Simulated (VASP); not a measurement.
# CaO (Lime) (Fm-3m) in VASP: settings compared, part 2 of 2

VASP 6.6.1. The steps go on from the part before.

## (5) Relaxation of cell and atoms, r2SCAN

This run uses another cell than the first one, of 13.94 Å³/atom, 0.950 times its volume.

Input file INCAR:

```
ALGO = Normal
EDIFF = 1E-6
EDIFFG = -0.01
ENCUT = 600
IBRION = 2
ISIF = 3
ISMEAR = 0
LASPH = T
LCHARG = F
LMIXTAU = T
LREAL = F
LWAVE = F
METAGGA = R2SCAN
NELM = 80
NSW = 90
PREC = Accurate
SIGMA = 0.03
```

Input file KPOINTS:

```
k-points
0
Gamma
  10 10 10
```

Input file POSCAR:

```
CaO
1.0
    0.0000000000      2.4065000000      2.4065000000
    2.4065000000      0.0000000000      2.4065000000
    2.4065000000      2.4065000000      0.0000000000
Ca O
1 1
Direct
    0.0000000000      0.0000000000      0.0000000000
    0.5000000000      0.5000000000      0.5000000000
```

Launch:

```console
> cat potpaw_PBE.64/Ca_sv/POTCAR potpaw_PBE.64/O/POTCAR > POTCAR
> mpirun -np 1 vasp_std > vasp.out
```

Run time: 4.4 min. Hardware: 1 thread of AMD EPYC 7R13 (Zen 3), shared host; peak memory 0.16 GiB.

The run converged. Its results:

```
Free energy                            : -19.4578 eV
Relaxed volume                         : 13.89 Å³/atom
Relaxed cell                           : a = 3.399 Å, b = 3.399 Å, c = 3.399 Å, α = 60.00°, β = 60.00°, γ = 60.00°
Space group after relaxing (to 0.05 Å) : Fm-3m (No. 225)
Energy gained by relaxing              : 0.1 meV/atom
Ionic steps                            : 3
Pressure after relaxing                : 0.0 GPa
Band gap on the k mesh                 : 4.19 eV, indirect (least direct gap 4.56 eV)
```

Step by step:
| step | energy change (eV) | largest force (eV/Å) | pressure (GPa) | volume (Å³) |
| --- | --- | --- | --- | --- |
| 1 | 0.0000 | 0.0000 | -0.40 | 27.87 |
| 2 | -0.0001 | 0.0000 | 0.20 | 27.73 |
| 3 | -0.0001 | 0.0000 | -0.03 | 27.78 |

Final structure:
```yaml
crystal:
  lattice:
    - [0.00000, 2.40376, 2.40376]
    - [2.40376, 0.00000, 2.40376]
    - [2.40376, 2.40376, 0.00000]
  atoms:
    - { symbol: Ca, position: [0.00000, 0.00000, 0.00000] }
    - { symbol: O, position: [0.50000, 0.50000, 0.50000] }
```

Levels at points of the mesh, in eV from the valence-band top:
```csv
k point,band 5,band 6,band 7,band 8,band 9,band 10,band 11,band 12
"(0.00, 0.00, 0.00)",-16.47,0.00,0.00,0.00,5.42,6.85,6.85,6.85
"(0.50, 0.00, 0.00)",-15.20,-2.60,-1.20,-1.20,7.69,9.04,9.04,9.21
"(0.50, 0.50, 0.00)",-16.25,-1.29,-0.37,-0.37,4.19,8.76,9.63,10.23
```

Caveat: the PAW data sets were made with another functional, which shifts forces and pressure a little.

## (6) Relaxation of cell and atoms, r2SCAN

This run uses another cell than the first one, of 13.89 Å³/atom, 0.947 times its volume.

Changes to INCAR since step 5:

```diff
@@ -1,4 +1,4 @@
 ALGO = Normal
-EDIFF = 1E-6
-EDIFFG = -0.01
+EDIFF = 1E-7
+EDIFFG = -0.005
 ENCUT = 600
```

KPOINTS is that of step 5.

Input file POSCAR:

```
CaO                                     
1.0
    0.0000000000      2.4037624958      2.4037624958
    2.4037624958      0.0000000000      2.4037624958
    2.4037624958      2.4037624958      0.0000000000
  Ca              O             
     1     1
Direct
     0.0000000000000000    0.0000000000000000    0.0000000000000000
     0.5000000000000000    0.5000000000000000    0.5000000000000000
```

Potentials or basis: VASP PAW PBE potentials, release 64 (Ca_sv, O).

Launch:

```console
> cat potpaw_PBE.64/Ca_sv/POTCAR potpaw_PBE.64/O/POTCAR > POTCAR
> mpirun -np 1 vasp_std > vasp.out
```

OUTCAR:

```text
EDIFF = 1E-7
   EDIFFG = -0.005
   ENCUT = 600
   IBRION = 2
   ISIF = 3
   ISMEAR = 0
   LASPH = T
   LREAL = F
   METAGGA = R2SCAN
   NELM = 80
   NSW = 90
   PREC = Accurate

 ion  position               nearest neighbor table
   1  0.000  0.000  0.000-   2 2.40   2 2.40   2 2.40   2 2.40   2 2.40   2 2.40
   2  0.500  0.500  0.500-   1 2.40   1 2.40   1 2.40   1 2.40   1 2.40   1 2.40

  LATTYP: Found a face centered cubic cell.
 ALAT       =     4.8075249916

  Lattice vectors:

 A1 = (   0.0000000000,   2.4037624958,   2.4037624958)
 A2 = (   2.4037624958,   0.0000000000,   2.4037624958)
 A3 = (   2.4037624958,   2.4037624958,   0.0000000000)

Analysis of symmetry for initial positions (statically):
=====================================================================
 Subroutine PRICEL returns:
 Original cell was already a primitive cell.

 Routine SETGRP: Setting up the symmetry group for a
 face centered cubic supercell.

 Subroutine GETGRP returns: Found 48 space group operations
 (whereof 48 operations were pure point group operations)
 out of a pool of 48 trial point group operations.

The static configuration has the point symmetry O_h .

Analysis of symmetry for dynamics (positions and initial velocities):
=====================================================================
 Subroutine PRICEL returns:
 Original cell was already a primitive cell.

 Routine SETGRP: Setting up the symmetry group for a
 face centered cubic supercell.

 Subroutine GETGRP returns: Found 48 space group operations
 (whereof 48 operations were pure point group operations)
 out of a pool of 48 trial point group operations.

The dynamic configuration has the point symmetry O_h .

 Subroutine INISYM returns: Found 48 space group operations
 (whereof 48 operations are pure point group operations),
 and found     1 'primitive' translations

----------------------------------------------------------------------------------------

                                     Primitive cell

  volume of cell :      27.7782

  direct lattice vectors                    reciprocal lattice vectors
     0.000000000  2.403762496  2.403762496    -0.208007239  0.208007239  0.208007239
     2.403762496  0.000000000  2.403762496     0.208007239 -0.208007239  0.208007239
     2.403762496  2.403762496  0.000000000     0.208007239  0.208007239 -0.208007239

  length of vectors
     3.399433522  3.399433522  3.399433522     0.360279106  0.360279106  0.360279106

  position of ions in fractional coordinates (direct lattice)
     0.000000000  0.000000000  0.000000000
     0.500000000  0.500000000  0.500000000

  ion indices of the primitive-cell ions
   primitive index   ion index
                 1           1
                 2           2

----------------------------------------------------------------------------------------

 KPOINTS: k-points

Automatic generation of k-mesh.
 Grid dimensions read from file:
 generate k-points for:   10   10   10

 Generating k-lattice:

  Cartesian coordinates                     Fractional coordinates (reciprocal lattice)
    -0.020800724  0.020800724  0.020800724     0.100000000  0.000000000  0.000000000
[... 42 lines left out ...]
   number of dos      NEDOS =    301   number of ions     NIONS =      2
   total plane-waves  NPLWV =  21952
   dimension x,y,z NGX =    28 NGY =   28 NGZ =   28
   dimension x,y,z NGXF=    56 NGYF=   56 NGZF=   56
   ions per type =               1   1
   NGX,Y,Z   is equivalent  to a cutoff of  13.69, 13.69, 13.69 a.u.
   NGXF,Y,Z  is equivalent  to a cutoff of  27.39, 27.39, 27.39 a.u.
 SYSTEM =  unknown system
   PREC   = accura    normal or accurate (medium, high low for compatibility)
   ISTART =      0    job   : 0-new  1-cont  2-samecut
   ICHARG =      2    charge: 1-file 2-atom 10-const
   ISPIN  =      1    spin polarized calculation?
   LNONCOLLINEAR =      F non collinear calculations
   LSORBIT =      F    spin-orbit coupling
   LASPH  =      T    aspherical Exc in radial PAW
   ENCUT  =  600.0 eV  44.10 Ry    6.64 a.u.   6.79  6.79  6.79*2*pi/ulx,y,z
   NELM   =     80;   NELMIN=  2; NELMDL= -5     # of ELM steps
   EDIFF  = 0.1E-06   stopping-criterion for ELM
   LREAL  =      F    real-space projection
   EDIFFG = -.5E-02   stopping-criterion for IOM
   NSW    =     90    number of steps for IOM
   IBRION =      2    ionic relax: 0-MD 1-quasi-New 2-CG
   NFREE  =      1    steps in history (QN), initial steepest desc. (CG)
   ISIF   =      3    stress and relaxation
   ISYM   =      2    0-nonsym 1-usesym 2-fastsym
   POTIM  = 0.5000    time-step for ionic-motion
   TEBEG  =    0.0;   TEEND  =   0.0 temperature during run
   PSTRESS=    0.0 pullay stress
   NELECT =      16.0000    total number of electrons
   NUPDOWN=      -1.0000    fix difference up-down
   EMIN   =  10.00;   EMAX   =-10.00  energy-range for DOS
   EFERMI =   0.00;   METHOD = LEGACY
   ISMEAR =     0;   SIGMA  =   0.03  broadening in eV -4-tet -1-fermi 0-gaus
   EFERMI_NEDOS =   21; number of points for ismear=-14 and -15
   IALGO  =     38    algorithm
   IMIX   =      4    mixing-type and parameters
     AMIX     =   0.40;   BMIX     =  1.00
     AMIX_MAG =   1.60;   BMIX_MAG =  1.00
  volume/ion in A,a.u.               =      13.89        93.73
  Fermi-wavevector in a.u.,A,eV,Ry     =   1.362113  2.574021 25.243610  1.855353
  Thomas-Fermi vector in A             =   2.488631
   LORBIT       =      0    0 simple, 1 ext, 2 COOP (PROOUT), +10 PAW based schemes
   METAGGA = R2SCAN    functional components
   LHFCALC =     F    Hartree Fock is set to
   AEXX    =    0.0000 exact exchange contribution
   IVDW    =     0    specifies the selected vdW correction
   LEPSILON=     F    determine dielectric tensor
   LRPA    =     F    only Hartree local field effects (RPA)
 conjugate gradient relaxation of ions
 non-spin polarized calculation
 Gauss-broadening in eV      SIGMA  =   0.03
  energy-cutoff  :      600.00
  volume of cell :       27.78
 maximum number of plane-waves:       941
   NGX = 13   NGY = 13   NGZ = 13

 number of electron      15.9999997 magnetization

 Free energy of the ion-electron system (eV)
  ---------------------------------------------------
  ext. energy  EPLUGINS =         0.00000000
  ---------------------------------------------------
  free energy    TOTEN  =       -19.45764756 eV

  energy without entropy =      -19.45764756  energy(sigma->0) =      -19.45764756

 E-fermi :   2.2617     XC(G=0): -11.0701

 val. band max:        2.0098935597   @ k =   0.0000   0.0000   0.0000
 cond. band min:       6.1995639116   @ k =   0.5000   0.5000   0.0000
 fundamental gap:      4.1896703519
 Fermi energy:         2.2616931500

 k-point     1 :       0.0000    0.0000    0.0000
  band No.  band energies     occupation
      1     -37.0487      2.00000
      2     -16.9412      2.00000
      3     -16.9412      2.00000
      4     -16.9412      2.00000
      5     -14.4631      2.00000
      6       2.0099      2.00000
      7       2.0099      2.00000
      8       2.0099      2.00000
      9       7.4321      0.00000
     10       8.8621      0.00000
     11       8.8621      0.00000
     12       8.8621      0.00000
[... 331 lines left out ...]
 k-point    24 :       0.4000    0.3000    0.0000
  band No.  band energies     occupation
      1     -36.9429      2.00000
      2     -17.6177      2.00000
      3     -17.1389      2.00000
      4     -17.1115      2.00000
      5     -13.9194      2.00000
      6       0.3461      2.00000
      7       1.4638      2.00000
      8       1.5592      2.00000
      9       6.8810      0.00000
     10      10.3851      0.00000
     11      11.5132      0.00000
     12      11.5680      0.00000

 [... further k-points ...]

------------------------ aborting loop because EDIFF is reached ----------------------------------------

  FORCE on cell =-STRESS in cart. coord.  units (eV):
  Direction    XX          YY          ZZ          XY          YZ          ZX
  --------------------------------------------------------------------------------------
  -------------------------------------------------------------------------------------
  Total        0.0002526      0.0002526      0.0002526     -0.0000000      0.0000000     -0.0000000
  in kB        0.0145711      0.0145711      0.0145711     -0.0000000      0.0000000     -0.0000000
  external PRESSURE =       0.0145711 kB  Pullay stress =       0.0000000 kB

 VOLUME and BASIS-vectors are now :
 -----------------------------------------------------------------------------
  energy-cutoff  :      600.00
  volume of cell :       27.78
      direct lattice vectors                 reciprocal lattice vectors
     0.000000000  2.403762496  2.403762496    -0.208007239  0.208007239  0.208007239
     2.403762496  0.000000000  2.403762496     0.208007239 -0.208007239  0.208007239
     2.403762496  2.403762496  0.000000000     0.208007239  0.208007239 -0.208007239

 POSITION                                       TOTAL-FORCE (eV/Angst)
 -----------------------------------------------------------------------------------
      0.00000      0.00000      0.00000         0.000000      0.000000      0.000000
      2.40376      2.40376      2.40376        -0.000000     -0.000000     -0.000000
 -----------------------------------------------------------------------------------
    total drift:                                0.000000      0.000000      0.000000

  FREE ENERGIE OF THE ION-ELECTRON SYSTEM (eV)
  ---------------------------------------------------
  free  energy   TOTEN  =       -19.4576475611 eV

  energy  without entropy=      -19.4576475611  energy(sigma->0) =      -19.45764756

 reached required accuracy - stopping structural energy minimisation
```

OSZICAR:

```text
N       E                     dE             d eps       ncg     rms          rms(c)
DAV:   1     0.136374152981E+03    0.13637E+03   -0.95879E+03  1128   0.155E+03
DAV:   2    -0.172475608521E+02   -0.15362E+03   -0.14525E+03  1272   0.365E+02
DAV:   3    -0.249758349583E+02   -0.77283E+01   -0.76558E+01  1428   0.847E+01
DAV:   4    -0.252748131981E+02   -0.29898E+00   -0.29858E+00  1720   0.147E+01
[... 14 lines left out ...]
DAV:  19    -0.194576469892E+02    0.27337E-05   -0.18730E-06  1432   0.198E-02    0.133E-03
DAV:  20    -0.194576473840E+02   -0.39481E-06   -0.31461E-07  1352   0.645E-03    0.129E-03
DAV:  21    -0.194576472035E+02    0.18044E-06   -0.52367E-08   660   0.334E-03    0.668E-04
DAV:  22    -0.194576476134E+02   -0.40989E-06   -0.74962E-09   612   0.125E-03    0.270E-04
DAV:  23    -0.194576475611E+02    0.52331E-07   -0.22425E-09   596   0.656E-04
   1 F= -.19457648E+02 E0= -.19457648E+02  d E =-.194576E+02
```

Wall time 2.4 min (1 thread of AMD EPYC 7R13 (Zen 3), shared host); peak memory 0.15 GiB.

Results:

```yaml
Free_energy: -19.4576 eV
Pressure_after_relaxing: 0.0 GPa
Band_gap_on_the_k_mesh: 4.19 eV, indirect (least direct gap 4.56 eV)
```

Final structure:
```cif
data_structure
_symmetry_space_group_name_H-M 'P 1'
_symmetry_Int_Tables_number 1
_cell_length_a 3.3994
_cell_length_b 3.3994
_cell_length_c 3.3994
_cell_angle_alpha 60.000
_cell_angle_beta 60.000
_cell_angle_gamma 60.000
_cell_volume 27.78
loop_
_atom_site_label
_atom_site_type_symbol
_atom_site_fract_x
_atom_site_fract_y
_atom_site_fract_z
_atom_site_occupancy
Ca1 Ca 0.00000 0.00000 0.00000 1
O1 O 0.50000 0.50000 0.50000 1
```

Caveat: the relaxation stopped at its first step, so nothing moved; the PAW data sets were made with another functional, which shifts forces and pressure a little.

## (7) The runs side by side

```tsv
level	gap on the mesh (eV)	pressure (GPa)
RPBE	3.75	0.0
PBEsol	3.53	0.0
r2SCAN	4.19	0.0
```

Alike in all rows: task relaxation of cell and atoms; potentials or basis VASP PAW PBE potentials, release 64 (Ca_sv, O); no spin polarisation; cell relaxed; k mesh 10 × 10 × 10; cutoff (eV) 600; smearing gaussian 0.03 eV.

Caveats: the relaxation stopped at its first step, so nothing moved; the PAW data sets were made with another functional, which shifts forces and pressure a little.

Total energies depend on the potentials used, so only differences within one code and one set of settings carry meaning.
